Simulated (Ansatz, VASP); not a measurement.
# ZnS in VASP and in Ansatz

INCAR

```
PREC = Accurate
ENCUT = 520
EDIFF = 1E-7
ISMEAR = 0
SIGMA = 0.05
LREAL = F
LASPH = T
NELM = 100
ALGO = Fast
ISIF = 2
LWAVE = F
LCHARG = F
GGA = PE
NBANDS = 26
```

KPOINTS

```
Automatic mesh
0
Gamma
  9 9 4
```

File POSCAR:

```
ZnS
1.0
    3.8967046666      0.0000000000      0.0000000000
   -1.9483523333      3.3746452323      0.0000000000
    0.0000000000      0.0000000000      6.3037246812
Zn S
2 2
Direct
    0.2823654471      0.6666666667      0.0052003729
    0.7176345529      0.3333333333      0.5052003729
    0.3745204671      0.6666666667      0.3797996271
    0.6254795329      0.3333333333      0.8797996271
```

Input for Ansatz:

```yaml
crystal:
  lattice:
    - [3.8967046666, 0.0, 0.0]
    - [-1.9483523333, 3.3746452323, 0.0]
    - [0.0, 0.0, 6.3037246812]
  atoms:
    - { symbol: Zn, position: [0.2823654471, 0.6666666667, 0.0052003729] }
    - { symbol: Zn, position: [0.7176345529, 0.3333333333, 0.5052003729] }
    - { symbol: S, position: [0.3745204671, 0.6666666667, 0.3797996271] }
    - { symbol: S, position: [0.6254795329, 0.3333333333, 0.8797996271] }
basis:
  ecutwfc: 520.0
kpoints:
  mp_grid: { grid: [9, 9, 4] }
hamiltonian:
  xc: pbe
scf:
  occupations: { method: gaussian, width: 0.05 }
output:
  forces: true
  stress: true
  eigenvalues: true
```

Change from the starting cell: mode 4 frozen in at -0.196 Å, equal normal strain along x and y +0.0133.

Alike in both runs: task single point; functional PBE; k mesh 9 × 9 × 4; occupations gaussian, width 0.05 eV; no spin polarisation.

|  | VASP | Ansatz |
| --- | --- | --- |
| version | VASP 6.6.1 | Ansatz 0.2.0 |
| potentials or method | VASP PAW PBE potentials, release 64 (Zn, S) | scalar-relativistic, plane waves, PAW |
| plane-wave cutoff (eV) | 520 | 520 |
| valence electrons in the cell | 36 | 36 |

Ansatz gave:

| Quantity | Value |
| --- | --- |
| gap on the k mesh at the Fermi level (eV) | 1.89 |
| least direct gap on the mesh (eV) | 1.89 |
| pressure (GPa) | -2.0 |
| largest component of the traceless stress (GPa) | 0.68 |
| rms of the force components (eV/Å) | 0.107 |

Task: Which values does VASP return?

Result: gap on the k mesh at the Fermi level (eV): 1.89; least direct gap on the mesh (eV): 1.89; pressure (GPa): -1.7; largest component of the traceless stress (GPa): 0.67; rms of the force components (eV/Å): 0.106.

Atom by atom the forces differ by 0.001 eV/Å (rms over components).
